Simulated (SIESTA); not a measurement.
# Cs2SnI6 in SIESTA: the effect of functional

The system is Cs2SnI6.

```
Cs I Sn
1.0
     0.00000    5.81380    5.81380
     5.81380    0.00000    5.81380
     5.81380    5.81380    0.00000
Cs I Sn
2 6 1
Direct
  0.75000 0.75000 0.75000
  0.25000 0.25000 0.25000
  0.75464 0.75464 0.24536
  0.24536 0.24536 0.75464
  0.75464 0.24536 0.75464
  0.24536 0.75464 0.75464
  0.24536 0.75464 0.24536
  0.75464 0.24536 0.24536
  0.00000 0.00000 0.00000
```

Alike in all runs:

| Item | Value |
| --- | --- |
| Program | SIESTA 5.4.2 |
| Task | band structure |
| Basis | DZP (energy shift 0.003 Ry; two zetas on semicore shells; d shell added on Cs) |
| Grid cutoff | 500 Ry |
| Energy shift | 0.003 Ry |
| k mesh | 4 × 4 × 4 |
| Occupations | fermi-dirac, width 0.05 eV |
| Spin | no spin polarisation |

```tsv
functional	potentials or basis	pressure (GPa)	largest force (eV/Å)
PBE	PseudoDojo 0.4 standard (PBE files)	?	?
LDA	PseudoDojo 0.4 standard (LDA files)	-0.7	0.31
PBEsol	PseudoDojo 0.4 standard (PBEsol files)	0.3	0.37
```

**Question.** What does the run with functional PBE give?

**Answer.** Pressure 1.8 GPa; largest force 0.53 eV/Å.

Caveats: the basis of atomic orbitals isn't converged, which shifts pressures, moduli and gaps.
